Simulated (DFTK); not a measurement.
A run of DFTK 0.8.2 is set up as follows.

Contents of run.jl:

```julia
using DFTK
using PseudoPotentialData
using Unitful, UnitfulAtomic
using LinearAlgebra, Printf
include("save.jl")
disable_threading()

# lattice vectors are the columns
lattice = austrip(1u"Å") * [       2.74841            0.0            0.0;
                      0.0        2.74841            0.0;
                      0.0            0.0        2.74841]
symbols   = [:Au]
positions = [[0.5, 0.5, 0.5]]
pseudopotentials = Dict(:Au => "Au.upf")
elements = Dict(s => ElementPsp(s, pseudopotentials; rcut=10.0) for s in unique(symbols))
atoms    = [elements[s] for s in symbols]

build_model(lattice, positions; symmetries=true) =
    model_DFT(lattice, atoms, positions;
              functionals=LDA(),
              temperature=austrip(0.05u"eV"),
              smearing=Smearing.FermiDirac(),
              symmetries)
Ecut  = 45.0  # hartree
kgrid = [10, 10, 10]
tol   = 1e-6
to_GPa = ustrip(uconvert(u"GPa", 1u"hartree/bohr^3"))

model = build_model(lattice, positions)
basis = PlaneWaveBasis(model; Ecut, kgrid)
display(basis)
scfres = self_consistent_field(basis;
                               tol,
                               nbandsalg=AdaptiveBands(model; n_bands_converge=14))
display(scfres.energies)
@printf "Fermi level: %.6f eV\n" ustrip(auconvert(u"eV", something(scfres.εF, NaN)))
forces = compute_forces_cart(scfres)
println("Forces (eV/Å)")
for (s, f) in zip(symbols, forces)
    @printf "%-3s %12.6f %12.6f %12.6f\n" s ustrip.(auconvert.(u"eV/Å", f))...
end
stress = compute_stresses_cart(scfres)
println("Stress (GPa)")
display(round.(stress * to_GPa; digits=4))
println("Levels at the first k-point (eV): ", round.(ustrip.(auconvert.(u"eV", scfres.eigenvalues[1][1:scfres.n_bands_converge])); digits=4))
save_scf!(scfres; forces, stress)

points = Dict("G" => [0.0, 0.0, 0.0], "M" => [0.5, 0.5, 0.0], "R" => [0.5, 0.5, 0.5], "X" => [0.0, 0.5, 0.0])
segments = [("G", "X", 6), ("X", "M", 6), ("M", "G", 8), ("G", "R", 10), ("R", "X", 8), ("M", "R", 6)]
kcoords = vcat([[points[a] + t * (points[b] - points[a]) for t in range(0, 1, n)] for (a, b, n) in segments]...)
bands = compute_bands(scfres, ExplicitKpoints(kcoords); n_bands=16, tol=1e-5)
for (k, ε) in zip(bands.basis.kpoints, bands.eigenvalues)
    @printf "%d %8.4f %8.4f %8.4f " k.spin k.coordinate...
    println(join([@sprintf("%9.4f", e) for e in ustrip.(auconvert.(u"eV", ε .- scfres.εF))]))
end
results["band_energies"] = rows(bands.eigenvalues); results["band_kpoints"] = rows(kcoords)
```

Potentials or basis: SG15 1.2 (PBE).

Run with:

```sh
$ julia --threads=1 run.jl  # save.jl only writes the numbers to a file and isn't shown; printed stress counts tension as positive; times include loading and compiling
```

(1) Estimate the pressure.

(2) What does it give for the band gap on the k mesh?

Results:

(1) -10.0 GPa.

(2) none (metal or under the smearing width).

Caveat: the potentials were made for another functional, which shifts forces and pressure; spin-orbit coupling is left out, which moves the levels of the heavy elements.
